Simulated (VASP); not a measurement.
# CdSe (Cadmoselite) (P6_3mc) in VASP: further runs

Runs on CdSe (Cadmoselite). Level: PBEsol. Tasks: single point.

Everything below comes from runs of VASP 6.6.1. Logs are shortened: lines on timing, memory, paths and dates and some standing lists are left out, and cuts for length are marked.

**The experiment to reproduce.**

A printed reference work, data compilation reports, for a bulk crystal of CdSe at 2 K: band gap 1.841 eV.

How close the calculation comes is told below.

### Step 1. The cell of the first run

Symmetry: P6_3mc, No. 186, hexagonal system. The conventional cell has a = 4.300 Å, b = 4.300 Å, c = 7.020 Å, α = 90.00°, β = 90.00°, γ = 120.00°. Cd (site symmetry 3m) has 4 Se at 2.61 to 2.70 Å within 3.4 Å. Within 3.4 Å of Se (site symmetry 3m) lie 4 Cd at 2.61 to 2.70 Å.

### Step 2. Single point, PBEsol

INCAR reads:

```
  ALGO = Normal
  EDIFF = 1E-7
  ENCUT = 520
  GGA = PS
  ISIF = 2
  ISMEAR = 0
  LASPH = True
  LCHARG = False
  LREAL = False
  LWAVE = False
  NBANDS = 26
  NELM = 80
  PREC = Accurate
  SIGMA = 0.01
```

KPOINTS reads:

```
k-points
0
Gamma
  6 6 4
```

POSCAR reads:

```
CdSe
1.0
    4.3000000000      0.0000000000      0.0000000000
   -2.1500000000      3.7239100000      0.0000000000
    0.0000000000      0.0000000000      7.0200000000
Cd Se
2 2
Direct
    0.3333333333      0.6666666667      0.0000000000
    0.6666666667      0.3333333333      0.5000000000
    0.3333333333      0.6666666667      0.3850000000
    0.6666666667      0.3333333333      0.8850000000
```

Potentials or basis: VASP PAW PBE potentials, release 64 (Cd, Se).

Started as:

```bash
> cat potpaw_PBE.64/Cd/POTCAR potpaw_PBE.64/Se/POTCAR > POTCAR
> mpirun -np 1 vasp_std > vasp.out
```

OUTCAR:

```text
EDIFF = 1E-7
   ENCUT = 520
   GGA = PS
   ISIF = 2
   ISMEAR = 0
   LASPH = True
   LREAL = False
   NELM = 80
   PREC = Accurate

 ion  position               nearest neighbor table
   1  0.333  0.667  0.000-   4 2.61   4 2.61   4 2.61   3 2.70
   2  0.667  0.333  0.500-   3 2.61   3 2.61   3 2.61   4 2.70
   3  0.333  0.667  0.385-   2 2.61   2 2.61   2 2.61   1 2.70
   4  0.667  0.333  0.885-   1 2.61   1 2.61   1 2.61   2 2.70

  LATTYP: Found a hexagonal cell.
 ALAT       =     4.3000000000
 C/A-ratio  =     1.6325581395

  Lattice vectors:

 A1 = (   4.3000000000,   0.0000000000,   0.0000000000)
 A2 = (  -2.1500000000,   3.7239100000,   0.0000000000)
 A3 = (   0.0000000000,   0.0000000000,   7.0200000000)

Analysis of symmetry for initial positions (statically):
=====================================================================
 Subroutine PRICEL returns:
 Original cell was already a primitive cell.

 Routine SETGRP: Setting up the symmetry group for a
 hexagonal supercell.

 Subroutine GETGRP returns: Found 12 space group operations
 (whereof  6 operations were pure point group operations)
 out of a pool of 24 trial point group operations.

The static configuration has the point symmetry C_3v.
 The point group associated with its full space group is C_6v.

Analysis of symmetry for dynamics (positions and initial velocities):
=====================================================================
 Subroutine PRICEL returns:
 Original cell was already a primitive cell.

 Routine SETGRP: Setting up the symmetry group for a
 hexagonal supercell.

 Subroutine GETGRP returns: Found 12 space group operations
 (whereof  6 operations were pure point group operations)
 out of a pool of 24 trial point group operations.

The dynamic configuration has the point symmetry C_3v.
 The point group associated with its full space group is C_6v.

 Subroutine INISYM returns: Found 12 space group operations
 (whereof  6 operations are pure point group operations),
 and found     1 'primitive' translations

----------------------------------------------------------------------------------------

                                     Primitive cell

  volume of cell :     112.4099

  direct lattice vectors                    reciprocal lattice vectors
     4.300000000  0.000000000  0.000000000     0.232558140  0.134267477  0.000000000
    -2.150000000  3.723910000  0.000000000     0.000000000  0.268534954  0.000000000
     0.000000000  0.000000000  7.020000000     0.000000000  0.000000000  0.142450142

  length of vectors
     4.300000000  4.300000661  7.020000000     0.268534995  0.268534954  0.142450142

  position of ions in fractional coordinates (direct lattice)
     0.333333333  0.666666667  0.000000000
     0.666666667  0.333333333  0.500000000
     0.333333333  0.666666667  0.385000000
     0.666666667  0.333333333  0.885000000

  ion indices of the primitive-cell ions
   primitive index   ion index
                 1           1
                 2           2
                 3           3
                 4           4

----------------------------------------------------------------------------------------

 KPOINTS: k-points

Automatic generation of k-mesh.
 Grid dimensions read from file:
 generate k-points for:    6    6    4

 Generating k-lattice:

  Cartesian coordinates                     Fractional coordinates (reciprocal lattice)
     0.038759690  0.022377913  0.000000000     0.166666667  0.000000000  0.000000000
     0.000000000  0.044755826  0.000000000     0.000000000  0.166666667  0.000000000
     0.000000000  0.000000000  0.035612536     0.000000000  0.000000000  0.250000000

  Length of vectors
     0.044755833  0.044755826  0.035612536

  Shift w.r.t. Gamma in fractional coordinates (k-lattice)
     0.000000000  0.000000000  0.000000000

 Subroutine IBZKPT returns following result:
 ===========================================

 Found     21 irreducible k-points:

 Following reciprocal coordinates:
            Coordinates               Weight
  0.000000  0.000000  0.000000      1.000000
  0.166667  0.000000  0.000000      6.000000
  0.333333  0.000000  0.000000      6.000000
  0.500000  0.000000  0.000000      3.000000
  0.166667  0.166667  0.000000      6.000000
  0.333333  0.166667  0.000000     12.000000
[... 13 lines left out ...]
  0.333333  0.166667  0.500000     12.000000
  0.333333  0.333333  0.500000      2.000000
   k-points           NKPTS =     21   k-points in BZ     NKDIM =     21   number of bands    NBANDS=     26
   number of dos      NEDOS =    301   number of ions     NIONS =      4
   total plane-waves  NPLWV =  55296
   dimension x,y,z NGX =    32 NGY =   32 NGZ =   54
   dimension x,y,z NGXF=    64 NGYF=   64 NGZF=  108
   ions per type =               2   2
   NGX,Y,Z   is equivalent  to a cutoff of  12.37, 12.37, 12.79 a.u.
   NGXF,Y,Z  is equivalent  to a cutoff of  24.74, 24.74, 25.58 a.u.
 SYSTEM =  unknown system
   PREC   = accura    normal or accurate (medium, high low for compatibility)
   ISTART =      0    job   : 0-new  1-cont  2-samecut
   ICHARG =      2    charge: 1-file 2-atom 10-const
   ISPIN  =      1    spin polarized calculation?
   LNONCOLLINEAR =      F non collinear calculations
   LSORBIT =      F    spin-orbit coupling
   LASPH  =      T    aspherical Exc in radial PAW
   ENCUT  =  520.0 eV  38.22 Ry    6.18 a.u.   8.00  8.00 13.05*2*pi/ulx,y,z
   NELM   =     80;   NELMIN=  2; NELMDL= -5     # of ELM steps
   EDIFF  = 0.1E-06   stopping-criterion for ELM
   LREAL  =      F    real-space projection
   EDIFFG = 0.1E-05   stopping-criterion for IOM
   NSW    =      0    number of steps for IOM
   IBRION =     -1    ionic relax: 0-MD 1-quasi-New 2-CG
   NFREE  =      0    steps in history (QN), initial steepest desc. (CG)
   ISIF   =      2    stress and relaxation
   ISYM   =      2    0-nonsym 1-usesym 2-fastsym
   POTIM  = 0.5000    time-step for ionic-motion
   TEBEG  =    0.0;   TEEND  =   0.0 temperature during run
   PSTRESS=    0.0 pullay stress
   NELECT =      36.0000    total number of electrons
   NUPDOWN=      -1.0000    fix difference up-down
   EMIN   =  10.00;   EMAX   =-10.00  energy-range for DOS
   EFERMI =   0.00;   METHOD = LEGACY
   ISMEAR =     0;   SIGMA  =   0.01  broadening in eV -4-tet -1-fermi 0-gaus
   EFERMI_NEDOS =   21; number of points for ismear=-14 and -15
   IALGO  =     38    algorithm
   IMIX   =      4    mixing-type and parameters
     AMIX     =   0.40;   BMIX     =  1.00
     AMIX_MAG =   1.60;   BMIX_MAG =  1.00
  volume/ion in A,a.u.               =      28.10       189.64
  Fermi-wavevector in a.u.,A,eV,Ry     =   1.120059  2.116604 17.068935  1.254531
  Thomas-Fermi vector in A             =   2.256702
   LORBIT       =      0    0 simple, 1 ext, 2 COOP (PROOUT), +10 PAW based schemes
   GGA     = PS    functional components
   LHFCALC =     F    Hartree Fock is set to
   AEXX    =    0.0000 exact exchange contribution
   IVDW    =     0    specifies the selected vdW correction
   LEPSILON=     F    determine dielectric tensor
   LRPA    =     F    only Hartree local field effects (RPA)
 non-spin polarized calculation
 Gauss-broadening in eV      SIGMA  =   0.01
  energy-cutoff  :      520.00
  volume of cell :      112.41
 maximum number of plane-waves:      3042
 NGX is ok and might be reduce to    32
   NGX = 15   NGY = 15   NGZ = 27

 number of electron      35.9999998 magnetization

 Free energy of the ion-electron system (eV)
  ---------------------------------------------------
  ext. energy  EPLUGINS =         0.00000000
  ---------------------------------------------------
  free energy    TOTEN  =       -12.32730952 eV

  energy without entropy =      -12.32730952  energy(sigma->0) =      -12.32730952

 E-fermi :   0.8776     XC(G=0):  -9.0930

 val. band max:        0.8082289421   @ k =   0.0000   0.0000   0.0000
 cond. band min:       1.3866417597   @ k =   0.0000   0.0000   0.0000
 fundamental gap:      0.5784128175
 Fermi energy:         0.8776250247

 k-point     1 :       0.0000    0.0000    0.0000
  band No.  band energies     occupation
      1     -11.8158      2.00000
      2     -11.4420      2.00000
      3      -7.1081      2.00000
      4      -7.1081      2.00000
      5      -7.0522      2.00000
      6      -7.0522      2.00000
[... 18 lines left out ...]
     25       7.7274      0.00000
     26       8.4047      0.00000

 k-point     2 :       0.1667    0.0000    0.0000
  band No.  band energies     occupation
      1     -11.7300      2.00000
      2     -11.4010      2.00000
      3      -7.0730      2.00000
      4      -7.0596      2.00000
      5      -7.0116      2.00000
      6      -7.0076      2.00000
[... 18 lines left out ...]
     25       7.9325      0.00000
     26       8.3798      0.00000

 k-point     3 :       0.3333    0.0000    0.0000
  band No.  band energies     occupation
      1     -11.5431      2.00000
      2     -11.3306      2.00000
      3      -7.0137      2.00000
      4      -7.0045      2.00000
      5      -6.9177      2.00000
      6      -6.8859      2.00000
[... 18 lines left out ...]
     25       8.5545      0.00000
     26       8.9455      0.00000

 k-point     4 :       0.5000    0.0000    0.0000
  band No.  band energies     occupation
      1     -11.4315      2.00000
      2     -11.3121      2.00000
      3      -6.9920      2.00000
      4      -6.9920      2.00000
      5      -6.8744      2.00000
      6      -6.8174      2.00000
[... 18 lines left out ...]
     25       8.5917      0.00000
     26      10.2886      0.00000
[... 409 lines left out ...]
      1     -11.4644      2.00000
      2     -11.4644      2.00000
      3      -6.9952      2.00000
      4      -6.9952      2.00000
      5      -6.9651      2.00000
      6      -6.9651      2.00000
[... 18 lines left out ...]
     25       8.3100      0.00000
     26       8.3100      0.00000

 k-point    20 :       0.3333    0.1667    0.5000
  band No.  band energies     occupation
      1     -11.3656      2.00000
      2     -11.3656      2.00000
      3      -6.9482      2.00000
      4      -6.9482      2.00000
      5      -6.9284      2.00000
      6      -6.9284      2.00000
[... 18 lines left out ...]
     25       8.7193      0.00000
     26       8.7193      0.00000

 k-point    21 :       0.3333    0.3333    0.5000
  band No.  band energies     occupation
      1     -11.3335      2.00000
      2     -11.3335      2.00000
      3      -6.9284      2.00000
      4      -6.9284      2.00000
      5      -6.9162      2.00000
      6      -6.9162      2.00000
[... 18 lines left out ...]
     25       9.4920      0.00000
     26       9.4922      0.00000

------------------------ aborting loop because EDIFF is reached ----------------------------------------

  FORCE on cell =-STRESS in cart. coord.  units (eV):
  Direction    XX          YY          ZZ          XY          YZ          ZX
  --------------------------------------------------------------------------------------
  -------------------------------------------------------------------------------------
  Total        0.8049124      0.8049128     -0.5448466      0.0000000      0.0000000      0.0000000
  in kB       11.4724049     11.4724096     -7.7656904      0.0000000      0.0000000      0.0000000
  external PRESSURE =       5.0597080 kB  Pullay stress =       0.0000000 kB

 VOLUME and BASIS-vectors are now :
 -----------------------------------------------------------------------------
  energy-cutoff  :      520.00
  volume of cell :      112.41
      direct lattice vectors                 reciprocal lattice vectors
     4.300000000  0.000000000  0.000000000     0.232558140  0.134267477  0.000000000
    -2.150000000  3.723910000  0.000000000     0.000000000  0.268534954  0.000000000
     0.000000000  0.000000000  7.020000000     0.000000000  0.000000000  0.142450142

 POSITION                                       TOTAL-FORCE (eV/Angst)
 -----------------------------------------------------------------------------------
     -0.00000      2.48261      0.00000        -0.000000     -0.000000      0.275532
      2.15000      1.24130      3.51000        -0.000000     -0.000000      0.275532
     -0.00000      2.48261      2.70270         0.000000      0.000000     -0.275532
      2.15000      1.24130      6.21270        -0.000000      0.000000     -0.275532
 -----------------------------------------------------------------------------------
    total drift:                               -0.000000     -0.000000      0.000108

  FREE ENERGIE OF THE ION-ELECTRON SYSTEM (eV)
  ---------------------------------------------------
  free  energy   TOTEN  =       -12.3273095196 eV

  energy  without entropy=      -12.3273095196  energy(sigma->0) =      -12.32730952
```

It took 30 s on 1 thread of Intel Xeon Platinum 8559C (Emerald Rapids), shared host; peak memory 0.24 GiB.

Results:

```
Free energy            : -12.3273 eV
Pressure               : 0.5 GPa
Largest force          : 0.276 eV/Å
Band gap on the k mesh : 0.58 eV, direct
```

Forces in eV/Å, atoms in the order of the input:
```
Cd   0.000  0.000  0.276
Cd   0.000  0.000  0.276
Se   0.000  0.000 -0.276
Se   0.000  0.000 -0.276
```

Caveat: the PAW data sets were made with another functional, which shifts forces and pressure a little.

(Part 1 of 2 ends here.)
